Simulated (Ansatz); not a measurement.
## Nudged elastic band run: Sn$_{8}$HO$_{16}$, charge +1

The input (input.yaml):

```yaml
crystal:
  lattice:
    - [-4.764818, -4.764818, 0.0]
    - [4.764818, -4.764818, 0.0]
    - [0.0, 0.0, 6.415]
  atoms:
    - { symbol: Sn, position: [0.00994024, 0.52053411, 0.24539368] }
    - { symbol: Sn, position: [0.50589378, 0.4987505, -0.00582779] }
    - { symbol: O, position: [-0.05721439, 0.20558735, 0.24523389] }
    - { symbol: O, position: [0.01686333, 0.82047131, 0.24534988] }
    - { symbol: O, position: [0.19819721, 0.47794565, -0.00115249] }
    - { symbol: O, position: [0.81233176, 0.51987899, -0.00300363] }
    - { symbol: Sn, position: [0.004554, 0.49555183, 0.74537451] }
    - { symbol: Sn, position: [0.50591553, 0.49871883, 0.49644687] }
    - { symbol: O, position: [-0.02150723, 0.19225123, 0.74532586] }
    - { symbol: O, position: [0.01666665, 0.80090138, 0.74528934] }
    - { symbol: O, position: [0.19821003, 0.47791947, 0.49188478] }
    - { symbol: O, position: [0.81232845, 0.51992395, 0.49375655] }
    - { symbol: Sn, position: [0.48776776, -0.00765843, 0.24527737] }
    - { symbol: Sn, position: [-0.00834543, -0.00486811, -0.01224609] }
    - { symbol: O, position: [0.48060983, 0.68878673, 0.24532664] }
    - { symbol: O, position: [0.5437266, 0.29916883, 0.24531795] }
    - { symbol: O, position: [0.68720463, -0.01695871, -0.00376122] }
    - { symbol: O, position: [0.29573517, 0.0225458, -0.00251793] }
    - { symbol: Sn, position: [0.49225663, 0.00036191, 0.74528345] }
    - { symbol: Sn, position: [-0.00840525, -0.00475068, 0.50282952] }
    - { symbol: O, position: [0.48282143, 0.69425928, 0.74530694] }
    - { symbol: O, position: [0.51746774, 0.30519197, 0.74531147] }
    - { symbol: O, position: [0.68718045, -0.01698051, 0.49436326] }
    - { symbol: O, position: [0.29573129, 0.02273374, 0.49301946] }
    - { symbol: H, position: [0.79377331, 0.23028489, 0.24500133] }
total_charge: 1
basis:
  ecutwfc: 420.0
kpoints:
  mp_grid: { grid: [2, 2, 2] }
hamiltonian:
  xc: pbe
  dispersion: d3bj
  pseudopotentials: { kind: paw, azcp: { folder: soft_1 } }
scf:
  occupations: { method: fermi_dirac, width: 0.05 }
  lower_state_search: "off"
neb:
  images: 5
  f_tol: 0.03
  initial_path: idpp
  max_iterations: 73
  final_atoms:
    - { symbol: Sn, position: [0.00452888, 0.4920359, 0.25264726] }
    - { symbol: Sn, position: [0.47926445, 0.51074043, -0.00480559] }
    - { symbol: O, position: [0.01793848, 0.18747594, 0.24391194] }
    - { symbol: O, position: [-0.02403035, 0.79615841, 0.2432873] }
    - { symbol: O, position: [0.17926829, 0.51887408, -0.0048106] }
    - { symbol: O, position: [0.79443319, 0.44258242, -0.00481614] }
    - { symbol: Sn, position: [0.00452652, 0.49205055, 0.73773454] }
    - { symbol: Sn, position: [0.50411855, 0.504419, 0.49519304] }
    - { symbol: O, position: [0.01790498, 0.18748962, 0.74647361] }
    - { symbol: O, position: [-0.02406161, 0.79616637, 0.7470898] }
    - { symbol: O, position: [0.19872517, 0.51808366, 0.49519433] }
    - { symbol: O, position: [0.80755296, 0.47705592, 0.49518347] }
    - { symbol: Sn, position: [0.50106335, 0.00601204, 0.24636731] }
    - { symbol: Sn, position: [0.00773302, -0.01238663, -0.00481194] }
    - { symbol: O, position: [0.52329274, 0.69824183, 0.24198598] }
    - { symbol: O, position: [0.47855067, 0.31255363, 0.24323544] }
    - { symbol: O, position: [0.70068985, 0.04373977, -0.00480979] }
    - { symbol: O, position: [0.31129744, -0.02132938, -0.00481052] }
    - { symbol: Sn, position: [0.50107467, 0.00599497, 0.74402133] }
    - { symbol: Sn, position: [-0.00048118, -0.0070459, 0.49518895] }
    - { symbol: O, position: [0.523318, 0.69823142, 0.7484057] }
    - { symbol: O, position: [0.47856893, 0.31254391, 0.74715505] }
    - { symbol: O, position: [0.69460493, 0.01932126, 0.49518558] }
    - { symbol: O, position: [0.30563019, -0.01803138, 0.49519768] }
    - { symbol: H, position: [0.76991483, 0.29355712, -0.00486091] }
  order_check: true
```

Command:

```bash
$ ansatz run input.yaml --threads 2 --pin off --max-ram 5120MiB --backend cpu --events-out ev --progress --plain --runs-dir out
```

Output, in part (warnings, iteration lines):

```
NEB end point (image 0): max|allowed force component| = 2.786e-2 eV/Å (the criterion of neb.relax_end_points is 1.000e-2)
NEB end point (image 6): max|allowed force component| = 1.827e-2 eV/Å (the criterion of neb.relax_end_points is 1.000e-2)
NEB iter   1: max|band force component| = 2.248e0 eV/Å  barrier→ = 1.8855 eV  barrier← = 1.8865 eV  Δτ_max = 0.2000 Å  (56 SCF iters)
NEB iter   2: max|band force component| = 1.865e0 eV/Å  barrier→ = 1.3950 eV  barrier← = 1.3960 eV  Δτ_max = 0.2000 Å  (45 SCF iters)
NEB iter   3: max|band force component| = 5.895e0 eV/Å  barrier→ = 1.1423 eV  barrier← = 1.1433 eV  Δτ_max = 0.1005 Å  (46 SCF iters)
NEB iter   4: max|band force component| = 1.579e0 eV/Å  barrier→ = 0.9943 eV  barrier← = 0.9953 eV  Δτ_max = 0.1992 Å  (41 SCF iters)
NEB iter   5: max|band force component| = 1.227e0 eV/Å  barrier→ = 0.7985 eV  barrier← = 0.7995 eV  Δτ_max = 0.1509 Å  (42 SCF iters)
NEB iter   6: max|band force component| = 1.133e0 eV/Å  barrier→ = 0.6806 eV  barrier← = 0.6815 eV  Δτ_max = 0.0962 Å  (43 SCF iters)
NEB iter   7: max|band force component| = 5.401e-1 eV/Å  barrier→ = 0.6727 eV  barrier← = 0.6737 eV  CI = image 3  Δτ_max = 0.1995 Å  (41 SCF iters)
NEB iter   8: max|band force component| = 6.433e-1 eV/Å  barrier→ = 0.7813 eV  barrier← = 0.7823 eV  CI = image 3  Δτ_max = 0.0835 Å  (40 SCF iters)
NEB iter   9: max|band force component| = 2.666e-1 eV/Å  barrier→ = 0.7379 eV  barrier← = 0.7389 eV  CI = image 3  Δτ_max = 0.0531 Å  (36 SCF iters)
NEB iter  10: max|band force component| = 1.164e-1 eV/Å  barrier→ = 0.7420 eV  barrier← = 0.7430 eV  CI = image 3  Δτ_max = 0.0157 Å  (35 SCF iters)
NEB iter  11: max|band force component| = 6.222e-2 eV/Å  barrier→ = 0.7406 eV  barrier← = 0.7415 eV  CI = image 3  Δτ_max = 0.0087 Å  (29 SCF iters)
NEB iter  12: max|band force component| = 3.310e-2 eV/Å  barrier→ = 0.7397 eV  barrier← = 0.7407 eV  CI = image 3  Δτ_max = 0.0175 Å  (30 SCF iters)
NEB iter  13: max|band force component| = 4.894e-2 eV/Å  barrier→ = 0.7391 eV  barrier← = 0.7401 eV  CI = image 3  Δτ_max = 0.0038 Å  (33 SCF iters)
NEB iter  14: max|band force component| = 2.833e-2 eV/Å  barrier→ = 0.7390 eV  barrier← = 0.7400 eV  CI = image 3  CI's point: of a kind that is not told: the force calls were inconclusive, a negative curvature could not be distinguished from the path's own, the only one lies far off the path, or fixed occupations may fill a level only in part  Δτ_max = 0.0000 Å  (339 SCF iters)
```

The forces met the threshold. By the program's own check the climbing image is of a kind that is not told: the force calls were inconclusive, a negative curvature could not be distinguished from the path's own, the only one lies far off the path, or fixed occupations may fill a level only in part (lowest curvatures found: -8.12 and 0.34 eV/Å²). Limits of this set-up: a small cell, in which the defect meets its images, a typed lattice constant that wasn't relaxed here, charged cell in a uniform background, uncorrected.

Final band (atoms are numbered from 1 in the order of the input):

```json
{"image": "0", "path coordinate (Å)": "0.00", "energy (eV)": "0.00", "O3–H25 (Å)": "1.02", "O6–H25 (Å)": "2.52"}
{"image": "1", "path coordinate (Å)": "0.50", "energy (eV)": "0.10", "O3–H25 (Å)": "1.00", "O6–H25 (Å)": "2.31"}
{"image": "2", "path coordinate (Å)": "1.00", "energy (eV)": "0.37", "O3–H25 (Å)": "1.01", "O6–H25 (Å)": "1.88"}
{"image": "3", "path coordinate (Å)": "1.50", "energy (eV)": "0.74", "O3–H25 (Å)": "1.23", "O6–H25 (Å)": "1.29"}
{"image": "4", "path coordinate (Å)": "1.93", "energy (eV)": "0.32", "O3–H25 (Å)": "1.75", "O6–H25 (Å)": "1.02"}
{"image": "5", "path coordinate (Å)": "2.36", "energy (eV)": "0.09", "O3–H25 (Å)": "2.15", "O6–H25 (Å)": "1.00"}
{"image": "6", "path coordinate (Å)": "2.79", "energy (eV)": "0.00", "O3–H25 (Å)": "2.42", "O6–H25 (Å)": "1.02"}
```

Run time: 12 min on 2 threads of Intel(R) Xeon(R) Platinum 8488C (Sapphire Rapids), on a shared host, peak memory 1.7 GiB.
